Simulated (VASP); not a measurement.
# AlNi3 (Pm-3m) in VASP: relaxation of cell and atoms with PBE

Aim: the relaxation of cell and atoms of AlNi3 with PBE.

All numbers are computed with VASP 6.6.1; they aren't measurements. Logs are shortened: lines on timing, memory, paths and dates and some standing lists are left out, and cuts for length are marked.

**1. The structure**

It takes space group Pm-3m (No. 221, cubic). Conventional cell: a = 3.523 Å, b = 3.523 Å, c = 3.523 Å, α = 90.00°, β = 90.00°, γ = 90.00°. Al (site symmetry m-3m) is surrounded by 12 Ni at 2.49 Å. Around Ni (site symmetry 4/mmm) lie 4 Al at 2.49 Å and 8 Ni at 2.49 Å.

The cell is a database's computed one.

**2. Relaxation of cell and atoms, PBE, collinear spin, ferromagnetic start**

The input, INCAR:

```
PREC = Accurate
ENCUT = 600
EDIFF = 1E-7
ISMEAR = 0
SIGMA = 0.1
LREAL = F
LASPH = T
NELM = 150
ALGO = Normal
ISIF = 3
LWAVE = F
LCHARG = F
ISPIN = 2
MAGMOM = 0 0.8 0.8 0.8
LORBIT = 11
LMAXMIX = 4
GGA = PE
IBRION = 2
NSW = 80
EDIFFG = -0.004
```

The input, KPOINTS:

```
regular mesh
0
Gamma
  12 12 12
```

The input, POSCAR:

```
AlNi3
1.0
    3.5230547300      0.0000000000      0.0000000000
    0.0000000000      3.5230547300      0.0000000000
    0.0000000000      0.0000000000      3.5230547300
Al Ni
1 3
Direct
    0.0000000000      0.0000000000      0.0000000000
    0.0000000000      0.5000000000      0.5000000000
    0.5000000000      0.0000000000      0.5000000000
    0.5000000000      0.5000000000      0.0000000000
```

Potentials or basis: VASP PAW PBE potentials, release 64 (Al, Ni).

Command:

```
cat potpaw_PBE.64/Al/POTCAR potpaw_PBE.64/Ni/POTCAR > POTCAR
mpirun -np 1 vasp_std > vasp.out
```

OUTCAR:

```text
PREC = Accurate
   ENCUT = 600
   EDIFF = 1E-7
   ISMEAR = 0
   LREAL = F
   LASPH = T
   NELM = 150
   ISIF = 3
   ISPIN = 2
   LORBIT = 11
   GGA = PE
   IBRION = 2
   NSW = 80
   EDIFFG = -0.004

 ion  position               nearest neighbor table
   1  0.000  0.000  0.000-   2 2.49   3 2.49   4 2.49   2 2.49   3 2.49   2 2.49   4 2.49   2 2.49
                             3 2.49   4 2.49   3 2.49   4 2.49
   2  0.000  0.500  0.500-   1 2.49   3 2.49   4 2.49   1 2.49   4 2.49   1 2.49   3 2.49   1 2.49
                             3 2.49   4 2.49   4 2.49   3 2.49
   3  0.500  0.000  0.500-   1 2.49   2 2.49   4 2.49   1 2.49   4 2.49   2 2.49   4 2.49   4 2.49
                             1 2.49   2 2.49   1 2.49   2 2.49
   4  0.500  0.500  0.000-   1 2.49   2 2.49   3 2.49   2 2.49   3 2.49   1 2.49   3 2.49   3 2.49
                             1 2.49   2 2.49   2 2.49   1 2.49

  LATTYP: Found a simple cubic cell.
 ALAT       =     3.5230547300

  Lattice vectors:

 A1 = (   3.5230547300,   0.0000000000,   0.0000000000)
 A2 = (   0.0000000000,   3.5230547300,   0.0000000000)
 A3 = (   0.0000000000,   0.0000000000,   3.5230547300)

Analysis of symmetry for initial positions (statically):
=====================================================================
 Subroutine PRICEL returns:
 Original cell was already a primitive cell.

 Routine SETGRP: Setting up the symmetry group for a
 simple cubic supercell.

 Subroutine GETGRP returns: Found 48 space group operations
 (whereof 48 operations were pure point group operations)
 out of a pool of 48 trial point group operations.

The static configuration has the point symmetry O_h .

Analysis of symmetry for dynamics (positions and initial velocities):
=====================================================================
 Subroutine PRICEL returns:
 Original cell was already a primitive cell.

 Routine SETGRP: Setting up the symmetry group for a
 simple cubic supercell.

 Subroutine GETGRP returns: Found 48 space group operations
 (whereof 48 operations were pure point group operations)
 out of a pool of 48 trial point group operations.

The dynamic configuration has the point symmetry O_h .

Analysis of structural, dynamic, and magnetic symmetry:
=====================================================================
 Subroutine PRICEL returns:
 Original cell was already a primitive cell.

 Routine SETGRP: Setting up the symmetry group for a
 simple cubic supercell.

[... 126 lines left out ...]
   IMIX   =      4    mixing-type and parameters
     AMIX     =   0.40;   BMIX     =  1.00
     AMIX_MAG =   1.60;   BMIX_MAG =  1.00
  volume/ion in A,a.u.               =      10.93        73.77
  Fermi-wavevector in a.u.,A,eV,Ry     =   1.490482  2.816603 30.225843  2.221537
  Thomas-Fermi vector in A             =   2.603258
   LORBIT       =     11    0 simple, 1 ext, 2 COOP (PROOUT), +10 PAW based schemes
   GGA     = PE    functional components
   LHFCALC =     F    Hartree Fock is set to
   AEXX    =    0.0000 exact exchange contribution
   IVDW    =     0    specifies the selected vdW correction
   LEPSILON=     F    determine dielectric tensor
   LRPA    =     F    only Hartree local field effects (RPA)
 conjugate gradient relaxation of ions
 spin polarized calculation
 Gauss-broadening in eV      SIGMA  =   0.10
  energy-cutoff  :      600.00
  volume of cell :       43.73
 maximum number of plane-waves:      1492
   NGX = 15   NGY = 15   NGZ = 15

--------------------------------------- Ionic step        1  -------------------------------------------

 number of electron      32.9999980 magnetization       0.6907603

 Free energy of the ion-electron system (eV)
  ---------------------------------------------------
  ext. energy  EPLUGINS =         0.00000000
  ---------------------------------------------------
  free energy    TOTEN  =       -21.86861419 eV

  energy without entropy =      -21.85251099  energy(sigma->0) =      -21.86056259

------------------------ aborting loop because EDIFF is reached ----------------------------------------

  FORCE on cell =-STRESS in cart. coord.  units (eV):
  Direction    XX          YY          ZZ          XY          YZ          ZX
  --------------------------------------------------------------------------------------
  -------------------------------------------------------------------------------------
  Total        1.9738901      1.9738901      1.9738901      0.0000000     -0.0000000     -0.0000000
  in kB       72.3228254     72.3228254     72.3228254      0.0000000     -0.0000000     -0.0000000
  external PRESSURE =      72.3228254 kB  Pullay stress =       0.0000000 kB
[... 63 lines left out ...]
--------------------------------------- Ionic step        3  -------------------------------------------

 number of electron      33.0000019 magnetization      -0.7108880

 Free energy of the ion-electron system (eV)
  ---------------------------------------------------
  ext. energy  EPLUGINS =         0.00000000
  ---------------------------------------------------
  free energy    TOTEN  =       -21.90409633 eV

  energy without entropy =      -21.88763200  energy(sigma->0) =      -21.89586416

 E-fermi :   9.4330     XC(G=0): -12.6557

 val. band max:        9.4324486429   @ k =   0.5000   0.4167   0.4167
 cond. band min:       9.4338811852   @ k =   0.3333   0.3333   0.1667
 fundamental gap:      0.0014325424
 Fermi energy:         9.4330487230

 spin component 1

 k-point     1 :       0.0000    0.0000    0.0000
  band No.  band energies     occupation
      1      -0.5159      1.00000
      2       5.2430      1.00000
      3       5.9756      1.00000
      4       5.9756      1.00000
      5       6.4549      1.00000
      6       6.4549      1.00000
[... 565 lines left out ...]
     20      15.4547      0.00000
     21      17.2985      0.00000

 [... further k-points ...]

 spin component 2

 k-point     1 :       0.0000    0.0000    0.0000
  band No.  band energies     occupation
      1      -0.4849      1.00000
      2       5.1660      1.00000
      3       5.8236      1.00000
      4       5.8236      1.00000
      5       6.1664      1.00000
      6       6.1664      1.00000
[... 598 lines left out ...]
  FREE ENERGIE OF THE ION-ELECTRON SYSTEM (eV)
  ---------------------------------------------------
  free  energy   TOTEN  =       -21.9040963262 eV

  energy  without entropy=      -21.8876319999  energy(sigma->0) =      -21.89586416

 reached required accuracy - stopping structural energy minimisation

 total charge

# of ion       s       p       d       tot
------------------------------------------
    1        0.408   0.390   0.000   0.798
    2        0.491   0.512   8.377   9.380
    3        0.491   0.512   8.377   9.380
    4        0.491   0.512   8.377   9.380
--------------------------------------------------
tot          1.880   1.926  25.132  28.938

 magnetization (x)

# of ion       s       p       d       tot
------------------------------------------
    1        0.001   0.008   0.000   0.009
    2        0.003   0.010  -0.268  -0.255
    3        0.003   0.010  -0.268  -0.255
    4        0.003   0.010  -0.268  -0.255
--------------------------------------------------
tot          0.010   0.038  -0.803  -0.755
```

CONTCAR:

```text
AlNi3
   1.00000000000000
     3.5665780097312516    0.0000000000000000   -0.0000000000000000
     0.0000000000000000    3.5665780097312516    0.0000000000000000
    -0.0000000000000000   -0.0000000000000000    3.5665780097312516
  Al              Ni
     1     3
Direct
     0.0000000000000000    0.0000000000000000    0.0000000000000000
     0.0000000000000000    0.5000000000000000    0.5000000000000000
     0.5000000000000000    0.0000000000000000    0.5000000000000000
     0.5000000000000000    0.5000000000000000    0.0000000000000000

  0.00000000E+00  0.00000000E+00  0.00000000E+00
  0.00000000E+00  0.00000000E+00  0.00000000E+00
  0.00000000E+00  0.00000000E+00  0.00000000E+00
  0.00000000E+00  0.00000000E+00  0.00000000E+00
```

It took 6.8 min on 1 thread of Intel Xeon Platinum 8259CL at 2.50GHz (Skylake/Cascade Lake), shared host; peak memory 0.28 GiB.

What came out:

```yaml
Free_energy: -21.9041 eV
Relaxed_volume: 11.34 Å³/atom
Relaxed_cell: a = 3.567 Å, b = 3.567 Å, c = 3.567 Å, α = 90.00°, β = 90.00°, γ = 90.00°
Space_group_after_relaxing_to_0.05_Å: Pm-3m (No. 221)
Energy_gained_by_relaxing: 8.9 meV/atom
Ionic_steps: 3
Pressure_after_relaxing: 0.0 GPa
Band_gap_on_the_k_mesh: none (metal or under the smearing width)
Net_moment: -0.71 μB per cell
Site_moments: Al +0.01; Ni -0.26 μB
Valence_electrons_inside_the_program's_atomic_spheres: Al 0.80; Ni 9.38
```

Step by step:
```tsv
step	energy change (eV)	largest force (eV/Å)	pressure (GPa)	volume (Å³)
1	0.0000	0.0000	7.23	43.73
2	-0.0072	0.0000	-5.62	46.93
3	-0.0355	0.0000	0.00	45.37
```

Final structure:
```
CELL_PARAMETERS angstrom
3.56658 0.00000 0.00000
0.00000 3.56658 0.00000
0.00000 0.00000 3.56658
ATOMIC_POSITIONS crystal
Al 0.00000 0.00000 0.00000
Ni 0.00000 0.50000 0.50000
Ni 0.50000 0.00000 0.50000
Ni 0.50000 0.50000 0.00000
```
